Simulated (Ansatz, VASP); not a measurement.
# Y: VASP beside Ansatz

```
Y
1.0
     3.59760    0.00000    0.00000
    -1.79880    3.11562    0.00000
     0.00000    0.00000    5.58488
Y
2
Direct
  0.33333 0.66667 0.25000
  0.66667 0.33333 0.75000
```

Alike in both runs: functional PBEsol; k mesh 15 × 15 × 8; occupations gaussian, width 0.1 eV; no spin polarisation.

Ansatz relaxed the structure, and its values are those at the end. VASP's run is a single point on that final structure, the one shown.

```csv
,VASP,Ansatz
version,VASP 6.6.1,Ansatz 0.2.0
potentials or method,"VASP PAW PBE potentials, release 64 (Y_sv)","scalar-relativistic, plane waves, PAW"
plane-wave cutoff (eV),520,420
valence electrons in the cell,22,22
```

|  | VASP | Ansatz | Ansatz less VASP |
| --- | --- | --- | --- |
| gap on the k mesh at the Fermi level (eV) | none | none | - |
| pressure (GPa) | -0.1 | 0.0 | +0.13 |

A gap of «none» marks a metal or a gap that the smearing closes. The functional is the same, so the differences come from potentials, cutoffs and numerics.

Caveats: the PAW data sets were made with another functional, which shifts forces and pressure a little (VASP).
